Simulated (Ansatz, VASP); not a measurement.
# MgO in two plane-wave programs

Aim: how closely do two programs agree when they are given the same cell, functional and k mesh? Other levels of theory on this material are compared in a session of their own.

Program: Ansatz 0.2.0. Level of theory: plane waves, with VASP 6.6.1 beside it; band structure at PBE. Results are calculated unless marked as measured.

## 1. Starting point

It takes space group Fm-3m (No. 225, cubic). The conventional cell has a = 4.212 Å, b = 4.212 Å, c = 4.212 Å, α = 90.00°, β = 90.00°, γ = 90.00°. Mg has 6 O at 2.11 Å nearest. O has 6 Mg at 2.11 Å nearest. Farther neighbours and most contacts between anions are not listed.

## 2. Ansatz: band structure, PBE

Ansatz runs on its default PAW (the set named soft_2) files.

Levels along a path test the potential and the projectors away from the mesh points.

The input, input.yaml:

```yaml
crystal:
  lattice:
    - [0.0, 2.10607, 2.10607]
    - [2.10607, 0.0, 2.10607]
    - [2.10607, 2.10607, 0.0]
  atoms:
    - { symbol: Mg, position: [0.0, 0.0, 0.0] }
    - { symbol: O, position: [0.5, 0.5, 0.5] }
hamiltonian:
  xc: pbe
  pseudopotentials: { kind: paw }
kpoints:
  mp_grid: { grid: [6, 6, 6] }
  band_path:
    path:
      - [0.0, 0.0, 0.0]
      - [0.16667, 0.0, 0.16667]
      - [0.33333, 0.0, 0.33333]
      - [0.5, 0.0, 0.5]
      - [0.5, 0.08333, 0.58333]
      - [0.5, 0.18333, 0.68333]
      - [0.5, 0.25, 0.75]
      - [0.45, 0.3, 0.75]
      - [0.40833, 0.34167, 0.75]
      - [0.35, 0.35, 0.7]
      - [0.225, 0.225, 0.45]
      - [0.075, 0.075, 0.15]
      - [0.03333, 0.03333, 0.03333]
      - [0.23333, 0.23333, 0.23333]
      - [0.4, 0.4, 0.4]
      - [0.51667, 0.46667, 0.51667]
      - [0.55833, 0.38333, 0.55833]
      - [0.60833, 0.28333, 0.60833]
      - [0.60833, 0.25, 0.64167]
      - [0.55833, 0.25, 0.69167]
      - [0.51667, 0.25, 0.73333]
      - [0.5, 0.3, 0.7]
      - [0.5, 0.38333, 0.61667]
      - [0.5, 0.48333, 0.51667]
      - [0.475, 0.475, 0.55]
      - [0.425, 0.425, 0.65]
      - [0.38333, 0.38333, 0.73333]
      - [0.59167, 0.18333, 0.59167]
      - [0.55, 0.1, 0.55]
      - [0.5, 0.0, 0.5]
    npoints: 1
scf:
  occupations: { method: gaussian, width: 0.02 }
  n_extra_bands: 7
output:
  forces: true
  stress: true
  eigenvalues: true
```

Launch:

```bash
ansatz run input.yaml --threads 2 --pin off --max-ram 4608MiB --backend cpu --events-out ev --progress --plain --runs-dir out
```

Numbers of over 12 decimals in the logs are rounded to 6 here.

What it wrote:

```text
scf.n_extra_bands = 7 over 8 filled bands (N_el = 16.0): the run solves 15 bands
Engine: ansatz 0.2.0, x86_64-unknown-linux-gnu
Pseudopotentials: kind: paw
Pseudopotential: Mg, paw, valence charge 10, recommended cutoff 420 eV (normal), Mg.paw.azcp
Pseudopotential: O, paw, valence charge 6, recommended cutoff 420 eV (normal), O.paw.azcp
Functional definition: PBE
  parameter kappa = 0.804
  parameter beta = 0.066725
  exchange = pbe_x(kappa = kappa, mu = beta*pi^2/3)
  correlation = pbe_c(beta = beta)
Crystal: 2 atoms, lattice volume = 18.683 Å³
Basis set: ecut = 420 eV, 339 PW (Γ), exchange–correlation on 40×40×40 points (8 copies of the dense FFT grid, shifted against one another)
Bands: 15, of which v1, the nominal top of the filled ones, is band 8 counted from 1 (7 counted from 0)
Symmetry: 48 space group operations
Space group: Fm-3m (ITA 225), of the structure as read, at distance tolerance 2.7e-5 Å
k-points: 16 of 216
Non-local potential: Mg, projectors of the file, l = 0: 3, l = 1: 2, l = 2: 1
Non-local potential: O, projectors of the file, l = 0: 2, l = 1: 2, l = 2: 1
PAW form: soft (Blöchl's): semilocal exchange-correlation on the pseudo side does not see the compensation charge
PAW one-centre angular grid: Mg, 110 points (default); XC on 64 Gauss nodes
PAW one-centre angular grid: O, 110 points (default); XC on 64 Gauss nodes
Initial density: superposition of atomic densities (neutral atoms: chi_scale 0, normalization atom), corrected by the library's trained network
Initial wavefunctions: pseudopotential atomic-orbital guess
Functional: x = pbe(κ = 0.804, μ = 0.219515), c = pbe(β = 0.066725)
SCF iter   1: F=—  HF=-2494.129665 eV  |F-HF|=—  |Δ(HF+E_count)|=         —  Δρ=6.27e-4  dr2=1.68e-5  ethr=1.77e-3  ⟨swp⟩=5.9  Hψ=1283  notcnv=0
preconditioner: auto → none  [insulator: Δε(μ)=4.741 eV  Ē_g=22.655 eV  σ=0.020 eV  W_gap=1.00  n_scr=8 (ndim 8)  ℏωp=24.3 eV  f_vac=0.000  D(μ)=0.00/eV (n_scr^D=0)  ε∞_Penn≈2.2]
SCF iter   2: F=—  HF=-2494.130362 eV  |F-HF|=—  |Δ(HF+E_count)|=   6.97e-4  Δρ=4.40e-4  dr2=1.71e-5  ethr=1.05e-7  ⟨swp⟩=2.9  Hψ=579  notcnv=0  defer=8
SCF iter   3: F=—  HF=-2494.130377 eV  |F-HF|=—  |Δ(HF+E_count)|=   1.53e-5  Δρ=2.70e-4  dr2=5.78e-6  ethr=1.05e-7  ⟨swp⟩=1.0  Hψ=206  notcnv=0  defer=8
SCF iter   4: F=—  HF=-2494.130398 eV  |F-HF|=—  |Δ(HF+E_count)|=   2.04e-5  Δρ=6.14e-5  dr2=3.77e-7  ethr=3.61e-8  ⟨swp⟩=2.1  Hψ=278  notcnv=0  defer=8
iter 5 did not close the SCF: its close was put off for the readings that it lacked (scf_convergence_deferred on its scf_iter line)
SCF iter   5: F=-2494.130398 eV  HF=-2494.130398 eV  |F-HF|=3.60e-8  |Δ(HF+E_count)|=   6.44e-8  Δρ=1.85e-5  dr2=3.67e-8  ethr=2.36e-9  ⟨swp⟩=2.4  Hψ=306  notcnv=0  defer=8
SCF iter   6: F=-2494.130398 eV  HF=-2494.130398 eV  |F-HF|=7.93e-9  |Δ(HF+E_count)|=   1.13e-8  Δρ=8.13e-6  dr2=7.76e-9  ethr=2.29e-10  ⟨swp⟩=4.3  Hψ=939  notcnv=0
SCF 1 converged in 6 iterations: F = -2494.130398 eV  dr2 = 7.76e-9
  greatest PAW one-centre occupation: 1.000 electrons in one spin orbital (limit 2), on the Mg atom at site 0 (counted from 0), in its partial waves of l = 0
NSCF: frozen V_eff on 30 k-points
SCF converged after 6 iterations
Free energy (F): -2494.130398 eV
Harris-Foulkes:  -2494.130398 eV  (|F-HF|=7.93e-9)
Internal energy: -2494.130398 eV  (E = F + TS)
E sigma→0 (E₀):  -2494.130398 eV
Fermi energy:    10.506033 eV
--- Per-component energies (eV) ---
  E_band       = -292.546147
  E_kinetic    = 255.856536
  E_local      = -1602.461350  (includes V_loc(G=0)·N_el)
  E_nonlocal   = 142.810938
  E_hartree    = 554.383674
  E_xc         = -105.292802
  E_vxc        = -134.935115  (∫ρ·V_xc dr)
  E_paw        = -450.087100  (= ΣΔE_a)
  E_vpaw       = -62.584838  (= ΣTr[D̂ρ^β])
  E_aug_tail   = 0.002521  (compensation charges beyond the density's cutoff)
  E_ewald      = -1289.342815
  E_smearing   = -0.000000  (= −TS)
  E_closure    = 0.000000  (closes the sum)
  Σ components = -2494.130398   (vs F -2494.130398, Δ=0.00e0)
--- Forces (eV/Å), atoms counted from 1 ---
  atom   1  Mg    -0.00000000     0.00000000     0.00000000
  atom   2  O      0.00000000    -0.00000000    -0.00000000
  max |Σ_I F_I| component: 1.84e-29 eV/Å
--- Stress (GPa, compression-positive) ---
        4.658700       0.000000       0.000000
       -0.000000       4.658700      -0.000000
       -0.000000       0.000000       4.658700
  P = ⅓ Tr σ = 4.6587 GPa (46.587 kbar)
--- Band table (eV; the first three rows and the last of 16) ---
  k-point 0: bands = [... 4 lower, -9.1171, 8.1349, 8.1349, 8.1349, 12.8771, 23.9556, 23.9556, 23.9556, ... 3 higher]
  k-point 1: bands = [... 4 lower, -8.8254, 6.6297, 7.9611, 7.9611, 14.2981, 21.6183, 24.5256, 24.5256, ... 3 higher]
  k-point 2: bands = [... 4 lower, -8.1721, 4.4749, 7.6372, 7.6372, 15.8197, 20.4651, 24.7414, 24.7414, ... 3 higher]
  k-point 15: bands = [... 4 lower, -7.5320, 4.6052, 5.9113, 6.4725, 18.7029, 19.5663, 20.6225, 24.6563, ... 3 higher]
```

Run time: 0.64 s. Hardware: 2 threads of Intel Xeon at 2.80GHz (Skylake/Cascade Lake), shared host; peak memory 0.31 GiB.

## 3. VASP: band structure, PBE

The same cell, functional, mesh and smearing now go to VASP, with its own data sets and cutoff.

Lines of VASP's logs that name or quote its potential files are left out, and so is its time.

The input, INCAR:

```
SYSTEM = MgO
PREC = Accurate
ENCUT = 520
EDIFF = 1E-06
NELM = 100
ISMEAR = 0
SIGMA = 0.02
LREAL = .FALSE.
ALGO = Normal
GGA = PE
NBANDS = 16
LORBIT = 11
LWAVE = .FALSE.
LCHARG = .FALSE.
KPAR = 4
```

The input, POSCAR:

```
MgO
1.0
    0.0000000000      2.1060700000      2.1060700000
    2.1060700000      0.0000000000      2.1060700000
    2.1060700000      2.1060700000      0.0000000000
Mg O
1 1
Direct
    0.0000000000      0.0000000000      0.0000000000
    0.5000000000      0.5000000000      0.5000000000
```

The input, KPOINTS:

```
Automatic mesh
0
Gamma
6 6 6
0 0 0
```

The input, KPOINTS_OPT:

```
Line mode
16
Line-mode
Reciprocal
  0.00000000   0.00000000   0.00000000 GAMMA
  0.50000000   0.00000000   0.50000000 X

  0.50000000   0.00000000   0.50000000 X
  0.50000000   0.25000000   0.75000000 W

  0.50000000   0.25000000   0.75000000 W
  0.37500000   0.37500000   0.75000000 K

  0.37500000   0.37500000   0.75000000 K
  0.00000000   0.00000000   0.00000000 GAMMA

  0.00000000   0.00000000   0.00000000 GAMMA
  0.50000000   0.50000000   0.50000000 L

  0.50000000   0.50000000   0.50000000 L
  0.62500000   0.25000000   0.62500000 U

  0.62500000   0.25000000   0.62500000 U
  0.50000000   0.25000000   0.75000000 W

  0.50000000   0.25000000   0.75000000 W
  0.50000000   0.50000000   0.50000000 L

  0.50000000   0.50000000   0.50000000 L
  0.37500000   0.37500000   0.75000000 K

  0.62500000   0.25000000   0.62500000 U
  0.50000000   0.00000000   0.50000000 X
```

The projector-augmented-wave data sets are Mg and O (PBE family, release 64).

Launch:

```bash
mpirun -np 4 vasp_std
```

What it wrote:

```text
[banner, memory and clock lines left out]
running    4 mpi-ranks, on    1 nodes
 distrk:  each k-point on    1 cores,    4 groups
 distr:  one band on    1 cores,    1 groups

 POSCAR found type information on POSCAR MgO
 POSCAR found :  2 types and       2 ions
 LDA part: xc-table for (Slater+PW92), standard interpolation
 POSCAR, INCAR and KPOINTS ok, starting setup
 FFT: planning ... GRIDC
 FFT: planning ... GRID_SOFT
 FFT: planning ... GRID
 WAVECAR not read
 entering main loop
       N       E                     dE             d eps       ncg     rms          rms(c)
DAV:   1     0.155569094051E+02    0.15557E+02   -0.45319E+03   584   0.459E+02
DAV:   2    -0.129811682888E+02   -0.28538E+02   -0.28023E+02   696   0.119E+02
DAV:   3    -0.134649211620E+02   -0.48375E+00   -0.48363E+00   608   0.118E+01
DAV:   4    -0.134658657887E+02   -0.94463E-03   -0.94462E-03   680   0.583E-01
DAV:   5    -0.134658682539E+02   -0.24652E-05   -0.24652E-05   592   0.276E-02    0.722E+00
DAV:   6    -0.119197275715E+02    0.15461E+01   -0.74617E+00   552   0.112E+01    0.216E+00
DAV:   7    -0.119114593694E+02    0.82682E-02   -0.65237E-02   568   0.159E+00    0.137E+00
DAV:   8    -0.119060546525E+02    0.54047E-02   -0.32334E-02   568   0.139E+00    0.328E-01
DAV:   9    -0.119052351315E+02    0.81952E-03   -0.12806E-03   624   0.189E-01    0.147E-01
DAV:  10    -0.119051731428E+02    0.61989E-04   -0.40669E-04   592   0.120E-01    0.808E-03
DAV:  11    -0.119051761946E+02   -0.30518E-05   -0.45119E-06   648   0.124E-02    0.524E-03
DAV:  12    -0.119051760571E+02    0.13746E-06   -0.20974E-07   336   0.240E-03
   1 F= -.11905176E+02 E0= -.11905176E+02  d E =-.487794E-70
 Start KPOINTS_OPT (optional k-point list driver)
k-point batch [1-16\160]
       N       E                     dE             ncg
DAV:   1     0.253661559520E+03   -0.30788E+04      552
DAV:   2    -0.228124389309E+03   -0.48179E+03      672
DAV:   3    -0.239924816660E+03   -0.11800E+02      624
DAV:   4    -0.239950534959E+03   -0.25718E-01      696
DAV:   5    -0.239950611378E+03   -0.76419E-04      600
DAV:   6    -0.239950611681E+03   -0.30240E-06      648
[...]
k-point batch [145-160\160]
       N       E                     dE             ncg
DAV:   1     0.105644579606E+03   -0.66241E+04      568
DAV:   2    -0.312685072017E+03   -0.41833E+03      720
DAV:   3    -0.320049472821E+03   -0.73644E+01      696
DAV:   4    -0.320065812435E+03   -0.16340E-01      680
DAV:   5    -0.320065865399E+03   -0.52964E-04      672
DAV:   6    -0.320065865587E+03   -0.18857E-06      584
```

Parts of OUTCAR (step 3):

```text
ion  position               nearest neighbor table
   1  0.000  0.000  0.000-   2 2.11   2 2.11   2 2.11   2 2.11   2 2.11   2 2.11
   2  0.500  0.500  0.500-   1 2.11   1 2.11   1 2.11   1 2.11   1 2.11   1 2.11

  LATTYP: Found a face centered cubic cell.
 ALAT       =     4.2121400000

 Subroutine GETGRP returns: Found 48 space group operations
 (whereof 48 operations were pure point group operations)

The static configuration has the point symmetry O_h .

 Found     16 irreducible k-points:

   k-points           NKPTS =     16   k-points in BZ     NKDIM =     16   number of bands    NBANDS=     16

   dimension x,y,z NGX =    24 NGY =   24 NGZ =   24
   dimension x,y,z NGXF=    48 NGYF=   48 NGZF=   48

   ENCUT  =  520.0 eV  38.22 Ry    6.18 a.u.   5.54  5.54  5.54*2*pi/ulx,y,z

   NELECT =       8.0000    total number of electrons

 k-points in reciprocal lattice and weights: Automatic mesh
   0.00000000  0.00000000  0.00000000       0.005
   0.16666667  0.00000000  0.00000000       0.037
   0.33333333  0.00000000  0.00000000       0.037
   0.50000000  0.00000000  0.00000000       0.019
   0.16666667  0.16666667  0.00000000       0.028
   0.33333333  0.16666667  0.00000000       0.111
   0.50000000  0.16666667  0.00000000       0.111
  -0.33333333  0.16666667  0.00000000       0.111
  -0.16666667  0.16666667  0.00000000       0.056
[...]
-0.33333333  0.33333333  0.16666667       0.111
  -0.33333333  0.50000000  0.16666667       0.056

 average (electrostatic) potential at core
       1 -35.0188       2 -69.5608

 E-fermi :   3.4349

 k-point     1 :       0.0000    0.0000    0.0000
  band No.  band energies     occupation
      1     -14.0760      2.00000
      2       3.1874      2.00000
      3       3.1874      2.00000
      4       3.1874      2.00000
      5       7.9128      0.00000
      6      18.9862      0.00000
      7      18.9862      0.00000
      8      18.9862      0.00000
      9      22.9027      0.00000
    ...

 k-point     2 :       0.1667    0.0000    0.0000
  band No.  band energies     occupation
      1     -13.7930      2.00000
      2       1.6780      2.00000
      3       3.0131      2.00000
      4       3.0131      2.00000
      5       9.3360      0.00000
      6      16.6562      0.00000
      7      19.5583      0.00000
      8      19.5583      0.00000
      9      23.3923      0.00000
    ...

 k-point     3 :       0.3333    0.0000    0.0000
  band No.  band energies     occupation
      1     -13.1571      2.00000
      2      -0.4821      2.00000
      3       2.6874      2.00000
      4       2.6874      2.00000
      5      10.8534      0.00000
      6      15.5081      0.00000
      7      19.7629      0.00000
      8      19.7629      0.00000
      9      24.0885      0.00000
    ...

  Total        0.4580499      0.4580499      0.4580499      0.0000000      0.0000000      0.0000000
  in kB       39.2803128     39.2803128     39.2803128      0.0000000      0.0000000      0.0000000
  external PRESSURE =      39.2803128 kB  Pullay stress =       0.0000000 kB

  energy-cutoff  :      520.00
  volume of cell :       18.68
      direct lattice vectors                 reciprocal lattice vectors
     0.000000000  2.106070000  2.106070000    -0.237409013  0.237409013  0.237409013
     2.106070000  0.000000000  2.106070000     0.237409013 -0.237409013  0.237409013
     2.106070000  2.106070000  0.000000000     0.237409013  0.237409013 -0.237409013

 POSITION                                       TOTAL-FORCE (eV/Angst)
 -----------------------------------------------------------------------------------
      0.00000      0.00000      0.00000         0.000000      0.000000     -0.000000
      2.10607      2.10607      2.10607        -0.000000     -0.000000      0.000000
 -----------------------------------------------------------------------------------
    total drift:                               -0.000000     -0.000000      0.000000

  FREE ENERGIE OF THE ION-ELECTRON SYSTEM (eV)
  ---------------------------------------------------
  free  energy   TOTEN  =       -11.9051760571 eV

  energy  without entropy=      -11.9051760571  energy(sigma->0) =      -11.90517606

 total charge
# of ion       s       p       d       tot
------------------------------------------
    1        0.148   0.179   0.079   0.407
    2        1.542   3.561   0.000   5.103
--------------------------------------------------
tot          1.691   3.740   0.079   5.510

[... 3 further parts left out ...]
```

At this level the cell is under a pressure of 3.9 GPa, so at these settings it is away from equilibrium.

## 4. Comparison

Known differences besides the potentials themselves: the data sets hold 16 valence electrons in Ansatz (default PAW (the set named soft_2) files) and 8 in VASP; the cutoff is 420 eV in Ansatz and 520 eV in VASP; VASP leaves aspherical gradient terms in its spheres out (LASPH is not set), Ansatz keeps them. Total energies have different zeros and are not compared.

The two programs side by side:

| quantity | Ansatz | VASP | difference |
| --- | --- | --- | --- |
| pressure (GPa) | 4.66 | 3.93 | +0.73 |
| pressure without Ansatz's Pulay correction (GPa) | 4.05 | 3.93 | +0.12 |
| gap over the path points (eV) | 4.742 | 4.726 | +0.017 |

Levels at points of the path, from each program's valence-band top (eV; 3 filled, then empty):

| k (reciprocal lattice) | Ansatz | VASP |
| --- | --- | --- |
| 0.000 0.000 0.000 | 0.00 0.00 0.00 4.74 15.82 | 0.00 0.00 0.00 4.73 15.80 |
| 0.167 0.000 0.167 | -1.58 -0.39 -0.39 6.64 12.73 | -1.59 -0.39 -0.39 6.63 12.71 |
| 0.333 0.000 0.333 | -3.42 -1.05 -1.05 9.30 10.06 | -3.44 -1.05 -1.05 9.29 10.03 |
| 0.500 0.000 0.500 | -4.05 -1.34 -1.34 9.15 9.99 | -4.08 -1.35 -1.35 9.12 9.97 |
| 0.500 0.083 0.583 | -3.92 -1.60 -1.45 9.56 10.40 | -3.95 -1.61 -1.46 9.54 10.38 |
| 0.500 0.183 0.683 | -3.42 -2.37 -1.70 10.79 11.65 | -3.45 -2.38 -1.70 10.78 11.64 |
| 0.500 0.250 0.750 | -2.93 -2.93 -1.76 11.66 11.66 | -2.96 -2.96 -1.77 11.65 11.65 |
| 0.450 0.300 0.750 | -3.27 -2.69 -1.55 10.89 11.99 | -3.29 -2.71 -1.56 10.88 11.98 |
| 0.408 0.342 0.750 | -3.43 -2.69 -1.24 10.29 11.83 | -3.45 -2.70 -1.25 10.27 11.81 |
| 0.350 0.350 0.700 | -3.22 -3.03 -1.05 10.28 12.25 | -3.25 -3.04 -1.06 10.26 12.24 |

Among the levels compared at these points, filled levels agree within 34 meV and empty ones within 27 meV. Ansatz's pressure holds a Pulay correction of 0.61 GPa; VASP's holds none.

## 5. Results

| Quantity | Value |
| --- | --- |
| difference in gap over the path points (band structure, PBE) | 0.017 eV |
| difference in pressure (band structure, PBE) | 0.73 GPa |

The difference in pressure is 0.73 GPa (band structure, PBE), within the 1 GPa picked in this series as the mark of a large difference. 8 further runs of this series are not shown here. How closely two codes agree says nothing of how well the functional describes the real material.

[Lines on the potential files, build, host, timing and source positions are cut from VASP's logs without a mark.]

[Logs are printed without paths, hosts, clocks, repeated set-up lines and the standing remarks that a program may print on its own settings, such as how far it seeks lower states.]

[Hosts, paths, dates, database ids (printed as entryN), source tags and the programs' standing remarks are cut or masked in the printed files.]
